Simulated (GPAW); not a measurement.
# Ni in GPAW: the effect of functional

Crystal: Ni.

```xyz
1
Lattice="-1.3837 1.3837 1.3837 1.3837 -1.3837 1.3837 1.3837 1.3837 -1.3837" Properties=species:S:1:pos:R:3 pbc="T T T"
Ni    0.0000    0.0000    0.0000
```

This isn't the form of Ni at room conditions, which is fcc.

| Property | Result |
| --- | --- |
| Program | GPAW 26.7.0 |
| Cutoff | 510 eV |
| Basis | pw |
| k mesh | 13 × 13 × 13 |
| Occupations | fermi-dirac, width 0.05 eV |
| Spin | collinear spin, ferromagnetic start |
| Starting moments | [1.0] μB |
| Task of each run | hyperfine couplings |

The series moves functional from these settings.

| functional | magnetization (muB) | hyperfine largest (T) | pressure (GPa) |
| --- | --- | --- | --- |
| LDA | 0.5311 | -5.596 | -8.834 |
| PBEsol | 0.5841 | -7.218 | 0.09769 |
| PBE | 0.5852 | -7.141 | 9.812 |
| RPBE | 0.5942 | -8.022 | 16.23 |
| AM05 | 0.5869 | -7.779 | -0.9552 |
| WC | 0.5717 | -6.317 | 0.7961 |
| revPBE | ? | ? | ? |
| BLYP | 0.5408 | -6.176 | 18.45 |

What does the run at revPBE give?

Magnetization (muB) 0.5919; hyperfine largest (T) -7.791; pressure (GPa) 14.49.

Caveat: the dipolar part lacks the spin inside other atoms' spheres; the stock nickel data set gives pressures a few GPa off other programs.
